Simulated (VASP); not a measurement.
Write the native input for VASP 6.6.1 that does the following.

* Task: single point
* Functional: PBEsol
* Potentials or basis: VASP PAW PBE potentials, release 64 (Bi_d)
* Cutoff: 520 eV
* k mesh: 4 × 4 × 4
* Occupations: gaussian, width 0.1 eV
* Spin: no spin polarisation
* Dipole correction: no
* Further INCAR settings: ALGO = Fast; EDIFF = 1e-06; NBANDS = 38

The structure of Bi lies in POSCAR:

```
Bi
1.0
    4.7320060000      0.0000000000      0.0000000000
    0.0000000000      4.6108100000      0.0000000000
   -0.0992390000      0.0000000000      6.5006720000
Bi
4
Direct
    0.8402530000      0.2500000000      0.2406020000
    0.7160080000      0.2500000000      0.7378940000
    0.2839920000      0.7500000000      0.2621060000
    0.1597470000      0.7500000000      0.7593980000
```

This isn't the form of Bi at room conditions, which is rhombohedral.

One way to write it, as run:

INCAR

```
SYSTEM = Bi
PREC     = Accurate       ! precision mode
ENCUT    = 520            ! plane-wave cutoff, eV
EDIFF    = 1E-6           ! SCF threshold, eV
ISMEAR   = 0              ! smearing method
SIGMA    = 0.1            ! smearing width, eV
LREAL    = .False.        ! projectors in reciprocal space
LASPH    = .True.         ! aspherical terms in the spheres
NELM     = 100            ! most SCF steps
ALGO     = Fast           ! electronic algorithm
ISIF     = 2              ! what is computed and relaxed
LWAVE    = .False.        ! write WAVECAR
LCHARG   = .True.         ! write CHGCAR
GGA      = PS             ! functional
LELF     = .True.         ! ELF
LVHAR    = .True.       
NBANDS   = 38             ! bands
```

KPOINTS

```
regular mesh
0
Gamma
  4 4 4
  0 0 0
```

Potentials or basis: VASP PAW PBE potentials, release 64 (Bi_d).

Command:

```console
$ cat potpaw_PBE.64/Bi_d/POTCAR > POTCAR
$ mpirun -np 1 vasp_std > vasp.out
```

It gave:

```
Pressure               : -2.2 GPa
Largest force          : 0.104 eV/Å
Band gap on the k mesh : none (metal or under the smearing width)
```

Caveat: the PAW data sets were made with another functional, which shifts forces and pressure a little; spin-orbit coupling is left out, which moves the levels of the heavy elements.

Wall time 86 s on 1 thread of Intel(R) Xeon(R) Platinum 8375C CPU @ 2.90GHz (Ice Lake) (shared host), peak memory 0.29 GiB.
